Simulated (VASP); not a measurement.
**Al2O3 under changes of volume**

One of the cells (10.204 Å³/atom); the others are scaled copies at fixed shape and fractional positions:

```
Al O
1.0
     2.84219    0.00000    0.00000
    -1.42110    2.46141    0.00000
     0.00000    0.00000    7.29299
Al O
2 3
Direct
  0.00000 0.00000 0.81164
  0.00000 0.00000 0.18836
  0.33333 0.66667 0.72016
  0.66667 0.33333 0.00000
  0.33333 0.66667 0.27984
```

Measurements of this composition are mostly on another form, of space group No. 167.

| Property | Result |
| --- | --- |
| Program | VASP 6.6.1 |
| Functional | LDA |
| Potentials or basis | VASP PAW LDA potentials, release 64 (Al, O) |
| Cutoff | 520 eV |
| k mesh | 10 × 10 × 4 |
| Occupations | gaussian, width 0.02 eV |
| Spin | no spin polarisation |

| volume (Å³/atom) | energy over the lowest point (meV/atom) | pressure (GPa) | gap on the mesh (eV) | largest force (eV/Å) |
| --- | --- | --- | --- | --- |
| 9.796 | ? | ? | ? | ? |
| 10.000 | 3.23 | 4.4 | 4.93 | 0.268 |
| 10.204 | 0.00 | 0.2 | 4.75 | 0.008 |
| 10.408 | 1.89 | -3.6 | 4.57 | 0.240 |
| 10.612 | 8.42 | -7.0 | 4.40 | 0.465 |

Q: What does the run at 9.796 Å³/atom give?

A: Energy over the lowest point 12.11 meV/atom; pressure 9.1 GPa; gap on the mesh 5.12 eV; largest force 0.554 eV/Å.

Worked out: A Birch-Murnaghan fit of order 2 (a polynomial in V^(-2/3)) to the other rows has its minimum at 10.23 Å³/atom with B0 = V·E''(V) = 199 GPa at fixed shape and positions, which overstates the stiffness. It gives 12.12 meV/atom at 9.796 Å³/atom, against the run's 12.11, and -dE/dV = 9.4 GPa, against 9.1. A straight line through the other rows of the gap, of slope -8.94 eV per unit of ln V, extrapolates to 5.11 eV, against the run's 5.12.

Energies are extrapolated to zero smearing.

A mesh can miss the band edges.
